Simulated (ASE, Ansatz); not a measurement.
## Twisted 1T-TiS2 bilayer, 21.79° (42 atoms): support functions against a reference

Wanted: errors and times of a linear-scaling basis for twisted 1T-TiS2 bilayer, 21.79° (42 atoms). A setting counts as converged where the r.m.s. difference of forces stays under 1 % of the r.m.s. force.

Program: Ansatz 0.2.0. Level of theory: Kohn-Sham DFT, PBEsol, PAW (set soft_2), plane waves. Results are calculated unless marked as measured.

## 1. Set-up

The cell holds 42 atoms: 14 Ti and 28 S. Its edges and angles: a = 9.022 Å, b = 9.022 Å, c = 20.860 Å, α = 90.0°, β = 90.0°, γ = 120.0°. It derives from TiS2 (1T-TiS2). 1T-TiS2 (a = 3.41 Å) under 1T-TiS2 (a = 3.41 Å), bilayer, commensurate cell of 7 unit cells a layer, twist 21.79 deg; facing planes 3.14 Å apart; 12 Å of vacuum; layers as built, displaced by a Gaussian of 0.01 Å. Regions: layer 1, 21 atoms (7 Ti and 14 S); layer 2, 21 atoms (7 Ti and 14 S). Vacuum lies along c.

What the set-up can't give: The functional has no dispersion term, which matters for the binding between molecules or layers. Beside vacuum, support functions can miss their usual error bounds without a warning. The main run has no spin polarisation, so moments on Ti can't form in it, and no Hubbard term. Only the Γ point is sampled, in a cell whose shortest periodic width is 8 Å.

## 2. Plane-wave single point

This run is the reference for what follows, at a cutoff of 420 eV.

input.yaml reads:

```yaml
crystal:
  lattice:
    - [9.022, 0.0, 0.0]
    - [-4.511, 7.81328, 0.0]
    - [0.0, 0.0, 20.86]
  atoms:
    - { symbol: Ti, position: [0.99789, 0.99985, 0.35577] }
    - { symbol: S, position: [0.18942, 0.23547, 0.4247] }
    - { symbol: S, position: [0.24048, 0.05005, 0.28765] }
    - { symbol: Ti, position: [0.14077, 0.43003, 0.35571] }
    - { symbol: S, position: [0.33196, 0.66506, 0.42478] }
    - { symbol: S, position: [0.37938, 0.4768, 0.28787] }
    - { symbol: Ti, position: [0.28538, 0.85762, 0.35657] }
    - { symbol: S, position: [0.47606, 0.09558, 0.42485] }
    - { symbol: S, position: [0.52155, 0.9047, 0.28765] }
    - { symbol: Ti, position: [0.42946, 0.2879, 0.35631] }
    - { symbol: S, position: [0.61783, 0.52321, 0.42472] }
    - { symbol: S, position: [0.66705, 0.3346, 0.28666] }
    - { symbol: Ti, position: [0.57263, 0.71366, 0.35637] }
    - { symbol: S, position: [0.76138, 0.95282, 0.42405] }
    - { symbol: S, position: [0.81111, 0.76356, 0.28741] }
    - { symbol: Ti, position: [0.71365, 0.141, 0.35602] }
    - { symbol: S, position: [0.90675, 0.38173, 0.42499] }
    - { symbol: S, position: [0.95262, 0.18907, 0.28728] }
    - { symbol: Ti, position: [0.85584, 0.57032, 0.35711] }
    - { symbol: S, position: [0.04597, 0.80902, 0.42485] }
    - { symbol: S, position: [0.09364, 0.61625, 0.28742] }
    - { symbol: Ti, position: [0.00937, 0.7442, 0.64323] }
    - { symbol: S, position: [0.2488, 0.93272, 0.71318] }
    - { symbol: S, position: [0.20005, 0.69546, 0.57478] }
    - { symbol: Ti, position: [0.86874, 0.02943, 0.64356] }
    - { symbol: S, position: [0.10351, 0.21938, 0.71226] }
    - { symbol: S, position: [0.05799, 0.98218, 0.57524] }
    - { symbol: Ti, position: [0.15241, 0.45748, 0.64382] }
    - { symbol: S, position: [0.39005, 0.64749, 0.71205] }
    - { symbol: S, position: [0.34376, 0.41218, 0.57467] }
    - { symbol: Ti, position: [0.43679, 0.88525, 0.64428] }
    - { symbol: S, position: [0.67519, 0.07875, 0.71188] }
    - { symbol: S, position: [0.62818, 0.83941, 0.57542] }
    - { symbol: Ti, position: [0.29465, 0.17328, 0.64371] }
    - { symbol: S, position: [0.53501, 0.36371, 0.71169] }
    - { symbol: S, position: [0.48558, 0.12389, 0.57482] }
    - { symbol: Ti, position: [0.58177, 0.60233, 0.64325] }
    - { symbol: S, position: [0.82014, 0.79134, 0.71248] }
    - { symbol: S, position: [0.77096, 0.55262, 0.57545] }
    - { symbol: Ti, position: [0.7245, 0.3135, 0.64439] }
    - { symbol: S, position: [0.96178, 0.50594, 0.71222] }
    - { symbol: S, position: [0.91471, 0.26477, 0.5749] }
kpoints:
  mp_grid: { grid: [1, 1, 1] }
hamiltonian:
  xc: pbesol
scf:
  occupations: { method: fermi_dirac, width: 0.05 }
output:
  forces: true
  populations: true
  dos:
    method: { smearing: { sigma: 0.15 } }
    de: 0.1
    projected:
      site_lists:
        S: [S]
        Ti: [Ti]
        layer_1: [0, 1, 2, 3, 4, 5, 6, 7, 8, 9, 10, 11, 12, 13, 14, 15, 16, 17, 18, 19, 20]
        layer_2: [21, 22, 23, 24, 25, 26, 27, 28, 29, 30, 31, 32, 33, 34, 35, 36, 37, 38, 39, 40, 41]
  eigenvalues: true
```

Command:

```
$ ansatz run input.yaml --threads 32 --pin off --max-ram 143360MiB --backend cuda --events-out ev --progress --plain --runs-dir out
```

Numbers of over 12 decimals in the logs are rounded to 6 here.

The log of the run:

```text
Engine: ansatz 0.2.0, aarch64-unknown-linux-gnu
Pseudopotentials: kind: paw
Pseudopotential: Ti, paw, valence charge 12, recommended cutoff 420 eV (normal), Ti.paw.azcp
Pseudopotential: S, paw, valence charge 6, recommended cutoff 420 eV (normal), S.paw.azcp
[... 3 lines on functional and potentials left out ...]
device memory: the entry about to start is reckoned to put 3.8 GiB on a device that reports 182.5 GiB free
GPU FFT provider: cuFFT
GPU libraries: cuBLAS 13.8.1, cuFFT 12.4.0, cuSOLVER 12.3.2
GPU matrix products: emulated (plane waves: as basis.precision tells), large ones in fixed point in workspaces of 1.00 GiB
Crystal: 42 atoms, lattice volume = 1470.451 Å³
Basis set: ecut = 420 eV, 28581 PW (Γ), exchange–correlation on 128×128×288 points (8 copies of the dense FFT grid, shifted against one another)
Bands: 210, of which v1, the nominal top of the filled ones, is band 168 counted from 1 (167 counted from 0)
Symmetry: 1 space group operations
Space group: P1 (ITA 1), of the structure as read, at distance tolerance 1.1e-4 Å
k-points: 1
[... 7 lines on functional and potentials left out ...]
Initial density: superposition of atomic densities (neutral atoms: chi_scale 0, normalization atom), corrected by the library's trained network
Initial wavefunctions: pseudopotential atomic-orbital guess
GPU buffer pool allocated for 589824 grid points (all kernels)
GPU transforms: local potential and band sums: pruned to the plane-wave sphere, on 64×64×144
Functional: x = pbesol(κ = 0.804, μ = 0.123457), c = pbesol(β = 0.046)
SCF iter   1: F=—  HF=-59466.079247 eV  |F-HF|=—  |Δ(HF+E_count)|=         —  Δρ=6.58e-3  dr2=8.67e-1  ethr=1.77e-3  ⟨swp⟩=7.0  Hψ=919  notcnv=0
preconditioner: auto → LDOS  [insulator: Δε(μ)=0.385 eV  Ē_g=6.407 eV  σ=0.050 eV  W_gap=0.96  n_scr=224 (ndim 8)  ℏωp=14.5 eV  f_vac=0.423  D(μ)=6.30/eV (n_scr^D=22)  ε∞_Penn≈6.1  β→1.0]
SCF iter   2: F=—  HF=-59466.032275 eV  |F-HF|=—  |Δ(HF+E_count)|=   4.70e-2  Δρ=5.81e-3  dr2=8.81e-1  ethr=2.58e-4  ⟨swp⟩=3.0  Hψ=430  notcnv=0
SCF iter   3: F=—  HF=-59465.964710 eV  |F-HF|=—  |Δ(HF+E_count)|=   6.76e-2  Δρ=1.17e-3  dr2=4.77e-2  ethr=2.58e-4  ⟨swp⟩=2.0  Hψ=310  notcnv=0
SCF iter   4: F=—  HF=-59465.962978 eV  |F-HF|=—  |Δ(HF+E_count)|=   1.73e-3  Δρ=4.63e-4  dr2=3.99e-3  ethr=1.42e-5  ⟨swp⟩=2.0  Hψ=288  notcnv=0
SCF iter   5: F=—  HF=-59465.963889 eV  |F-HF|=—  |Δ(HF+E_count)|=   9.11e-4  Δρ=1.08e-4  dr2=4.55e-4  ethr=1.19e-6  ⟨swp⟩=2.0  Hψ=322  notcnv=0
SCF iter   6: F=—  HF=-59465.959361 eV  |F-HF|=—  |Δ(HF+E_count)|=   4.53e-3  Δρ=2.96e-5  dr2=2.37e-5  ethr=1.35e-7  ⟨swp⟩=2.0  Hψ=307  notcnv=0
SCF iter   7: F=—  HF=-59465.960999 eV  |F-HF|=—  |Δ(HF+E_count)|=   1.64e-3  Δρ=1.03e-5  dr2=3.59e-6  ethr=7.05e-9  ⟨swp⟩=2.0  Hψ=294  notcnv=0
SCF iter   8: F=—  HF=-59465.960999 eV  |F-HF|=—  |Δ(HF+E_count)|=   6.57e-7  Δρ=3.52e-6  dr2=4.21e-7  ethr=1.07e-9  ⟨swp⟩=2.0  Hψ=337  notcnv=0
SCF iter   9: F=-59465.960999 eV  HF=-59465.960999 eV  |F-HF|=4.20e-9  |Δ(HF+E_count)|=   1.08e-7  Δρ=1.17e-6  dr2=4.62e-8  ethr=2.98e-11  ⟨swp⟩=5.0  Hψ=673  notcnv=0
SCF 1 converged in 9 iterations: F = -59465.960999 eV  dr2 = 4.62e-8
  greatest PAW one-centre occupation: 0.999 electrons in one spin orbital (limit 2), on the Ti atom at site 0 (counted from 0), in its partial waves of l = 0
SCF converged after 9 iterations
Free energy (F): -59465.960999 eV
Harris-Foulkes:  -59465.960999 eV  (|F-HF|=4.20e-9)
Internal energy: -59465.783663 eV  (E = F + TS)
E sigma→0 (E₀):  -59465.872331 eV
Entropy (-TS):   -0.177337 eV (-4.222 meV/atom)
Fermi energy:    1.807124 eV
--- Per-component energies (eV) ---
  E_band       = -5082.114757
  E_kinetic    = 6770.691182
  E_local      = -133364.836639  (includes V_loc(G=0)·N_el)
  E_nonlocal   = 897.325396
  E_hartree    = 63626.786820
  E_xc         = -4046.983577
  E_vxc        = -4148.897413  (∫ρ·V_xc dr)
  E_paw        = -30648.874902  (= ΣΔE_a)
  E_vpaw       = -2489.918595  (= ΣTr[D̂ρ^β])
  E_aug_tail   = 0.001814  (compensation charges beyond the density's cutoff)
  E_ewald      = 37296.420282
  E_core_change = 3.685961  (= ΣΔE_core)
  E_smearing   = -0.177337  (= −TS)
  E_closure    = -0.000000  (closes the sum)
  Σ components = -59465.960999   (vs F -59465.960999, Δ=0.00e0)
--- Forces (eV/Å), atoms counted from 1 ---
[... 42 lines of forces left out ...]
  max |Σ_I F_I| component: 2.47e-5 eV/Å
--- Band table (eV) ---
[... left out ...]
--- Löwdin populations: 42 sites ---
  site symbol       q [e]
[... 42 lines, one an atom, left out ...]
  spilling = 0.006812 (of n_electrons = 336.000000)
```

Elapsed: 1.7 s, on 1 × NVIDIA GB200 with 32 threads of Arm Neoverse V2, shared host; peak memory 1.2 GiB.

That memory is the host's; the program planned up to 3.8 GiB on the GPU. Forces of this run were stored rounded, and per-atom blocks of the log weren't kept.

Read from the output:

- free energy: -59465.9610 eV
- free energy per atom: -1415.8562 eV/atom
- SCF cycles: 9
- r.m.s. force component: 0.1711 eV/Å
- longest force: 0.5353 eV/Å
- Fermi energy: 1.807 eV
- spacing of highest filled and lowest empty level: 0.2777 eV
- levels partly filled by over 2 per cent: 8
- spilling of the projection: 0.006812

Length of the force by element:

```tsv
element	coordination	atoms	mean length of the force (eV/Å)	spread	least	most
S	all	28	0.326	0.0848	0.157	0.535
Ti	all	14	0.179	0.0701	0.0441	0.283
```

Löwdin charges by element (they lack the spilled electrons, 0.054 e an atom on average):

```tsv
element	coordination	atoms	mean charge (e)	spread	least	most
S	all	28	-0.311	0.0073	-0.329	-0.296
Ti	all	14	0.785	0.0026	0.781	0.791
```

By region:

```tsv
region	atoms	mean length of the force (eV/Å)
layer 1	21	0.296
layer 2	21	0.258
```

States in the cell by windows of 1 eV, zero at the Fermi level; some projections on atomic orbitals stand beside the total:

```tsv
from (eV)	to (eV)	total	S p	layer 1	Ti d	S s
-14	-13	3.9	0.0	2.0	0.0	2.2
-13	-12	48.5	0.9	24.1	2.9	41.2
-12	-11	3.5	0.0	1.8	0.4	3.1
-11	-6	0.0	0.0	0.0	0.0	0.0
-6	-5	2.0	1.4	1.0	0.4	0.1
-5	-4	49.4	35.4	24.4	8.8	1.6
-4	-3	34.9	23.9	17.2	9.8	0.5
-3	-2	50.8	35.4	25.0	12.9	0.9
-2	-1	22.6	19.7	11.2	2.0	0.5
-1	0	8.8	7.6	4.3	1.0	0.0
0	1	38.4	6.9	18.8	30.4	0.2
```

The stored curve holds about 224 of the 336 electrons; the rest, give or take the few that broadening carries across the Fermi level, lie in deeper levels below its range.

Not all projections were asked for or kept, so they needn't add up to the total.

The levels nearest the highest filled one (over half full), pooled over k-points and spins:

```tsv
level less the highest filled one (eV)	occupation
-1.30	2
-0.958	2
-0.0073	1.90
-0.004	1.89
-0.0028	1.89
0	1.88
0.278	0.114
0.279	0.112
0.281	0.108
0.282	0.105
0.448	0.004
0.466	0.003
```

Mean Löwdin charges: S -0.31, Ti +0.79 e (they miss 0.68 % of the electrons, so they add up to more than the cell's charge). Just under the Fermi level the largest share is S p (87 % of the projected weight), just over it Ti d (83 % of the projected weight).

## 3. Structure statistics

Bonds and neighbours are counted at the geometry of the runs.

Normalised to the volume that the atoms fill. Pair distribution functions g(r), in bins of 0.1 Å:

```tsv
r (Å)	total	S-S	S-Ti	Ti-Ti
2.25	0.00	0.00	0.00	0.00
2.35	0.25	0.00	0.55	0.00
2.45	9.62	0.00	21.60	0.00
2.55	0.00	0.00	0.00	0.00
2.65	0.00	0.00	0.00	0.00
2.75	0.00	0.00	0.00	0.00
2.85	0.00	0.00	0.00	0.00
2.95	0.00	0.00	0.00	0.00
3.05	0.00	0.00	0.00	0.00
3.15	0.07	0.16	0.00	0.00
3.25	0.00	0.00	0.00	0.00
3.35	1.89	2.88	0.00	5.48
3.45	8.32	14.50	0.00	17.00
3.55	0.06	0.12	0.00	0.00
3.65	0.00	0.00	0.00	0.00
3.75	0.15	0.33	0.00	0.00
3.85	0.00	0.00	0.00	0.00
3.95	0.22	0.50	0.00	0.00
4.05	0.08	0.19	0.00	0.00
4.15	2.50	0.09	5.55	0.00
4.25	0.89	0.09	1.92	0.00
4.35	0.00	0.00	0.00	0.00
4.45	0.07	0.16	0.00	0.00
4.55	0.13	0.23	0.07	0.00
4.65	0.22	0.14	0.36	0.00
4.75	0.21	0.28	0.21	0.00
4.85	1.46	2.90	0.40	0.00
4.95	0.17	0.13	0.25	0.00
5.05	0.16	0.06	0.31	0.00
5.15	0.10	0.12	0.12	0.00
5.25	0.13	0.06	0.23	0.00
5.35	2.11	0.05	4.70	0.00
5.45	2.33	0.26	4.98	0.00
5.55	0.16	0.15	0.20	0.00
5.65	0.15	0.20	0.15	0.00
5.75	0.15	0.10	0.24	0.00
5.85	1.13	1.63	0.14	3.07
5.95	3.31	6.02	0.31	4.44
6.05	0.34	0.34	0.34	0.34
6.15	0.24	0.16	0.21	0.66
6.25	0.35	0.48	0.28	0.16
6.35	0.29	0.39	0.15	0.46
6.45	0.22	0.19	0.11	0.75
6.55	0.34	0.36	0.29	0.44
```

Bonds by pair of elements; cutoffs follow the first minimum of g(r), held within bounds set by covalent radii, and pairs that aren't listed don't count as bonded:

```tsv
pair A-B	cutoff (Å)	bonds	mean length (Å)	spread (Å)	shortest (Å)	B about A	A about B
S-Ti	3.1	84	2.43	0.014	2.39	3	6
```

How many atoms have how many bonded neighbours:

```tsv
element	mean	3	6
S	3	28	0
Ti	6	0	14
```

Bond angles (no mean is given where the spread exceeds 20°):

```tsv
angle	count	mean (°)	spread (°)
S-Ti-S	210	-	-
Ti-S-Ti	84	88.9	0.5
```

First main peaks of g(r), for some of the pairs, lie near 3.43 Å (S-S), 2.43 Å (S-Ti) and 3.41 Å (Ti-Ti). With the cutoffs above, all S atoms have 3 and all Ti atoms have 6 bonded neighbours.

Local excerpt of 13 atoms (numbers count through the whole input) about S12, which bears the longest force; x, y, z are measured from there.

```tsv
atom	x	y	z	distance (Å)	bonds	Löwdin charge (e)	Fx	Fy	Fz (eV/Å)
S12	0.00	0.00	0.00	0.00	3	-0.32	0.087	-0.035	0.527
Ti19	0.64	1.84	1.47	2.44	6	0.79	-0.012	0.006	-0.137
Ti10	-1.93	-0.36	1.45	2.45	6	0.78	-0.244	-0.089	-0.112
Ti16	1.29	-1.51	1.45	2.46	6	0.79	-0.212	0.018	-0.162
S21	2.58	2.20	0.02	3.39	3	-0.30	0.017	0.064	0.311
S3	-2.56	-2.22	0.02	3.39	3	-0.31	0.002	-0.157	0.300
S15	-0.64	3.35	0.02	3.41	3	-0.31	-0.016	-0.180	0.326
S9	0.63	-3.36	0.02	3.42	3	-0.31	0.150	0.021	0.317
S6	-3.24	1.11	0.03	3.42	3	-0.31	0.184	0.020	0.243
S18	3.23	-1.14	0.01	3.43	3	-0.31	-0.026	-0.029	0.301
S11	-1.29	1.47	2.88	3.48	3	-0.30	0.074	0.044	-0.164
S8	-0.64	-1.87	2.88	3.49	3	-0.30	0.125	-0.082	-0.408
S17	1.95	0.37	2.89	3.50	3	-0.31	-0.089	-0.017	-0.320
```

The column of bonds counts only the pairs S-Ti within 3.10 Å; other neighbours, such as metal atoms beside each other in a compound, aren't counted, and periodic images can show an atom twice.

## 4. Support functions medium

The cell is solved in localised support functions.

This step: Kohn-Sham DFT, PBEsol, PAW (set soft_2), localised support functions (medium) (Ansatz 0.2.0).

input.yaml, the sections that differ from step 2:

```yaml
scf:
  occupations: { method: fermi_dirac, width: 0.05 }
  eigensolver: { kind: { support_functions: { accuracy: medium } } }
  mixing: { beta: 0.4 }
  max_iter: 150
output:
  forces: true
# crystal, kpoints, hamiltonian: as in step 2
```

The log of the run:

```text
Warning: scf.eigensolver.kind.support_functions: disabling space-group detection — the functions' gradient is summed over unrotated k-points, so no spatial operation reduces the k-mesh or symmetrises the density; time reversal is kept, so that k and −k are solved as one point where they differ and the mesh holds both, and exact exchange and, on two spinor components, a DFT+U term hold to it where the run has them: [...]
settings of this run that can trade accuracy for cost: scf.eigensolver.kind.support_functions [...]
[...]
GPU FFT provider: cuFFT
GPU libraries: cuBLAS 13.8.1, cuFFT 12.4.0, cuSOLVER 12.3.2
[...]
Crystal: 42 atoms, lattice volume = 1470.451 Å³
Basis set: ecut = 420 eV, 28581 PW (Γ), exchange–correlation on 128×128×288 points (8 copies of the dense FFT grid, shifted against one another)
Bands: 202, of which v1, the nominal top of the filled ones, is band 168 counted from 1 (167 counted from 0)
Symmetry: 1 space group operations
k-points: 1
[...]
GPU buffer pool allocated for 589824 grid points (all kernels)
[...]
SCF iter   1: F=—  HF=-59467.659185 eV  |F-HF|=—  |Δ(HF+E_count)|=         —  Δρ=4.93e-2  dr2=4.96e1  ethr=1.00e-1
[...]
SCF iter  22: F=-59465.989149 eV  HF=-59465.989057 eV  |F-HF|=9.28e-5  |Δ(HF+E_count)|=   1.26e-4  Δρ=4.69e-6  dr2=4.80e-7  ethr=5.15e-10
SCF 1 converged in 22 iterations: F = -59465.990764 eV  dr2 = 4.80e-7
[...]
SCF converged after 22 iterations
Stability not checked: this state was not tested for a lower state beside it, because the mixer in use, unlike msr1, does not test its closes by its own steps (another_mixer; see scf.mixing.algorithm and scf.lower_state_search)
Free energy (F): -59465.990764 eV
[...]
Internal energy: -59465.813476 eV  (E = F + TS)
E sigma→0 (E₀):  -59465.902120 eV
Entropy (-TS):   -0.177287 eV (-4.221 meV/atom)
Fermi energy:    1.807753 eV
[...]
--- Forces (eV/Å), atoms counted from 1 ---
[... 42 lines of forces left out ...]
  max |Σ_I F_I| component: 8.61e-4 eV/Å
--- Band table (eV) ---
[... left out ...]
  guard bands above this table: 18 of the run's 202 bands (output.publish_guard_bands: true publishes all)
```

The job ended after 3.3 s (1 × NVIDIA GB200 with 32 threads; peak memory 1.2 GiB).

That memory is the host's; the program planned up to 3 GiB on the GPU.

The program notes that the band table was not solved further than the SCF left it and it switched symmetry off. Further notices: vacuum switching off with vacuum.

Keys that differ from the reference: support_functions.accuracy = "medium", scf.max_iter = 150 and scf.mixing.beta = 0.4.

Forces differ from the reference by 0.37 meV/Å r.m.s., 0.22 % of their size, well within a tolerance of 1 %; the energy by -0.71 meV/atom. The two runs also began from different starting densities, which bears on cycles and time.

## 5. Cost against change

Differences are against the plane-wave reference (Kohn-Sham DFT, PBEsol, PAW (set soft_2), plane waves), whose r.m.s. force component is 0.171 eV/Å. Energies are set beside the reference only for runs with its functional, potentials and electron count. Times are for 1 × NVIDIA GB200 with 32 threads of Arm Neoverse V2, shared host. The reference's time includes the DOS, which some other runs skip.

```tsv
run	Δ force, r.m.s. (meV/Å)	share of r.m.s. force (%)	Δ energy (meV/atom)	Δ gap (eV)	cycles	time	host memory (GiB)	planned on the GPU (GiB)
reference	-	-	-	-	9	1.7 s	1.2	3.8
support functions medium	0.369	0.216	-0.709	1.0e-4	22	3.3 s	1.2	3
```

## 6. What came out

```
free energy per atom                             : -1415.8562 eV/atom
r.m.s. force component                           : 0.1711 eV/Å
spacing of highest filled and lowest empty level : 0.2777 eV
wall time of the 2 DFT runs                      : 5 s
```

Against plane waves at 420 eV, the forces differ by 0.37 meV/Å (0.22 %) with support functions medium. At 42 atoms the run with support functions medium takes roughly 1.9 times the time of plane waves (whose run also made extra analyses, so the like-for-like ratio is larger), in 22 SCF cycles against 9. Differences between support functions and plane waves include what basis error the plane-wave run still has.

Filled and empty levels are parted by 0.278 eV at Γ alone; the mesh holds the band edges only if they fold onto it, so the gap at this level can be narrower or closed, while semilocal functionals tend to narrow gaps against experiment. 8 levels are partly filled, by over 2 %, under the smearing. With the cutoffs above, all S atoms have 3 and all Ti atoms have 6 bonded neighbours.

What to keep in mind: The geometry was built by rule, was displaced at random and isn't relaxed at this level: its force components are 0.17 eV/Å r.m.s.

[Logs are printed without paths, hosts, clocks, repeated set-up lines and the standing remarks that a program may print on its own settings, such as how far it seeks lower states.]

[Hosts, paths, dates, database ids (printed as entryN), source tags and the programs' standing remarks are cut or masked in the printed files.]
